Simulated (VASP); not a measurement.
# VASP 6.6.1 run: HgSe

INCAR

```
GGA = PE
PREC = Accurate
EDIFF = 1E-7
NSW = 0
LWAVE = .FALSE.
LDAUTYPE = 2
ISMEAR = -1
SIGMA = 0.02
ALGO = All
LREAL = .FALSE.
LDAUJ = 0 0
NBANDS = 16
LDAUL = 2 -1
IBRION = -1
ISIF = 2
ENCUT = 520
LCHARG = .FALSE.
LDAU = .TRUE.
LMAXMIX = 4
NELM = 120
LDAUU = 2.0 0
LASPH = .TRUE.
```

KPOINTS

```
KPOINTS created by Atomic Simulation Environment
0
Gamma
8 8 8
0 0 0
```

POSCAR

```
Hg Se
 1.0000000000000000
     0.0000000000000000    3.1235917481000000    3.1235917481000000
     3.1235917481000000    0.0000000000000000    3.1235917481000000
     3.1235917481000000    3.1235917481000000    0.0000000000000000
 Hg  Se
   1   1
Cartesian
  0.0000000000000000  0.0000000000000000  0.0000000000000000
  1.5617958740500000  1.5617958740500000  1.5617958740500000
```

The recommended PBE PAW datasets give the neutral cell 18 valence electrons.

Command

```
mpirun -np 1 vasp_std
```

**Question.** How does this run end, and what does it give?

**Answer.** It converged. Results: gap between bands v and c on the k mesh 0.00 eV; least direct gap on the k mesh 0.00 eV; pressure 0.4 GPa. Band v is the last that the valence electrons fill when counted band by band, and c is the next.

OSZICAR

```
N       E                     dE             d eps       ncg     rms           ort
DAV:   1     0.115354586707E+03    0.11535E+03   -0.93119E+03   464   0.106E+03
DAV:   2     0.573071015875E+00   -0.11478E+03   -0.10840E+03   464   0.237E+02
DAV:   3    -0.385464982332E+01   -0.44277E+01   -0.44207E+01   464   0.500E+01
DAV:   4    -0.387389791392E+01   -0.19248E-01   -0.19247E-01   464   0.341E+00
DAV:   5    -0.387400956250E+01   -0.11165E-03   -0.11165E-03   464   0.228E-01
SDA:   6    -0.315195448274E+01    0.72206E+00   -0.11165E-03   464   0.185E+01   0.000E+00
CGA:   7    -0.354839958309E+01   -0.39645E+00   -0.39629E+00   464   0.127E+00   0.593E-02
CGA:   8    -0.359499913759E+01   -0.46600E-01   -0.46590E-01   464   0.182E-01   0.757E-04
CGA:   9    -0.360235104207E+01   -0.73519E-02   -0.73378E-02   464   0.181E-02   0.749E-04
CGA:  10    -0.360303139560E+01   -0.68035E-03   -0.68057E-03   464   0.222E-03  -0.183E-05
CGA:  11    -0.360310270517E+01   -0.71310E-04   -0.70945E-04   464   0.276E-04   0.523E-05
CGA:  12    -0.360311341275E+01   -0.10708E-04   -0.10964E-04   464   0.411E-05  -0.196E-05
CGA:  13    -0.360311495058E+01   -0.15378E-05   -0.15339E-05   464   0.515E-06   0.301E-07
SDA:  14    -0.360311514708E+01   -0.19650E-06   -0.39376E-06   464   0.506E-06  -0.415E-06
CGA:  15    -0.360311527113E+01   -0.12405E-06   -0.13116E-06   464   0.384E-07   0.976E-07
CGA:  16    -0.360311528531E+01   -0.14186E-07   -0.14272E-07   464   0.510E-08   0.532E-08
   1 F= -.36031153E+01 E0= -.36030368E+01  d E =-.156946E-03
```

Standard output (part)

```
POSCAR found type information on POSCAR HgSe
 POSCAR found :  2 types and       2 ions
 LDA part: xc-table for (Slater+PW92), standard interpolation
 POSCAR, INCAR and KPOINTS ok, starting setup
 WAVECAR not read
 entering main loop
 gam= 0.000 g(H,U,f)=  0.109E+01 0.760E+00 0.275E-06 ort(H,U,f) = 0.000E+00 0.000E+00 0.000E+00
 gam= 0.000 trial= 0.400  step=  0.4284 mean=  0.4000
 gam= 0.069 g(H,U,f)=  0.761E-01 0.509E-01 0.663E-07 ort(H,U,f) =-0.185E+00 0.191E+00 0.156E-06
 gam= 0.069 trial= 0.403  step=  0.7309 mean=  0.4028
 gam= 0.143 g(H,U,f)=  0.153E-01 0.286E-02 0.433E-09 ort(H,U,f) =-0.115E-01 0.116E-01-0.620E-08
 gam= 0.143 trial= 0.436  step=  0.8059 mean=  0.4356
 gam= 0.099 g(H,U,f)=  0.163E-02 0.175E-03 0.643E-10 ort(H,U,f) =-0.101E-02 0.108E-02-0.195E-09
 gam= 0.099 trial= 0.473  step=  0.7496 mean=  0.4727
 gam= 0.123 g(H,U,f)=  0.217E-03 0.452E-05 0.227E-10 ort(H,U,f) =-0.368E-05 0.185E-05 0.257E-10
 gam= 0.123 trial= 0.500  step=  0.6404 mean=  0.5004
 gam= 0.125 g(H,U,f)=  0.232E-04 0.446E-05 0.127E-10 ort(H,U,f) =-0.197E-05 0.720E-05 0.194E-10
 gam= 0.125 trial= 0.514  step=  0.7757 mean=  0.5144
 gam= 0.149 g(H,U,f)=  0.371E-05 0.407E-06 0.182E-11 ort(H,U,f) =-0.292E-05 0.963E-06 0.573E-11
 gam= 0.149 trial= 0.540  step=  0.8028 mean=  0.5405
 gam= 0.125 g(H,U,f)=  0.445E-06 0.702E-07 0.239E-12 ort(H,U,f) =-0.202E-06 0.232E-06 0.969E-12
 gam= 0.125 trial= 0.567  step=  1.5188 mean=  0.5667
...
```

For comparison, a separate PBE run of the intended cell, on usual settings and not on those above, gives a gap of 0.00 eV on its mesh and a pressure of 0.5 GPa.
